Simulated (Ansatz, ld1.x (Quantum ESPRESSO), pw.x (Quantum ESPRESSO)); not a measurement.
**silicon (Si): one change to the RRKJ potential, in the atom and in the fcc crystal**

```json
{"Element": "silicon", "Generator": "ld1.x (Quantum ESPRESSO) 7.5", "Type": "norm-conserving RRKJ (Kleinman–Bylander form)", "Functional": "LDA (PW92)", "Relativity": "scalar-relativistic", "Frozen core": "[Ne]", "Valence charge": "4", "Reference configuration": "3s2 3p2", "Partial waves": "3p (bound): rc 1.75 bohr; 3d channel at 0.2 Ry: rc 1.90 bohr; 3s (bound): rc 1.50 bohr", "Local potential": "the s channel", "Core correction": "none", "rho0": "0.01"}
```

Change: local potential the d channel.

Cutoffs, loose and tight: the cutoffs (Ry, on a coarse ladder) from which the occupation-weighted sum of valence levels, in a spherical-Bessel basis at the reference potential, stays within 10 and 1 mRy of its value at 400 Ry. They do not see the model core or the augmentation charge, which bear on the density cutoff. Test errors are all-electron minus pseudo excitation energies from the reference, over the configurations 3s2 3p1; 3s2 3p0; 3s1 3p0; 3s0 3p4; 3s1 3p2; 3s2 3p1.5; 3s2 3p2.3 (two spin-polarised tests are not counted in the largest error); variants that change the core or the reference have their own tests.

Crystal test: fcc Si in pw.x 7.5, no spin, 15³ k-points, Fermi–Dirac smearing 0.01 Ry, cutoffs set for each file from its atomic test. The reference is all-electron LAPW (Ansatz 0.2.0) with the same functional, mesh and smearing; V0 and B0 come from Birch–Murnaghan fits to the pressures at five volumes. Errors are pseudo minus all-electron; Δ is the rms difference of the E(V) curves that follow from these fits, minima aligned, over ±6 % about the mean V0. Mesh and smearing are coarse, so the numbers serve the comparison and aren't converged zero-temperature values; the lattice is a test structure that the element need not adopt.

All-electron: a0 = 3.818 Å (V0 = 13.92 Å³/atom), B0 = 90.0 GPa.

Task: Does the change bring the crystal closer to the all-electron result?

Result: The mean pressure error goes from -0.66 to -1.11 GPa, so the change moves the solid further from the all-electron pressures.

```
                       quantity       base    changed
                 outcome (atom)  generated  generated
           cutoff, loose (atom)      21 Ry      15 Ry
           cutoff, tight (atom)      40 Ry      40 Ry
            bound ghosts (atom)       none       none
largest test error (meV) (atom)       +237       +256
           cutoffs in pw.x (Ry)     50/200     50/200
                         a0 (Å)      3.809      3.803
                   a0 error (%)      -0.24      -0.41
                   B0 error (%)       -0.1       +0.6
                   Δ (meV/atom)        2.0        3.3
      mean pressure error (GPa)      -0.66      -1.11
```

 The atomic cutoffs weigh occupied waves only.
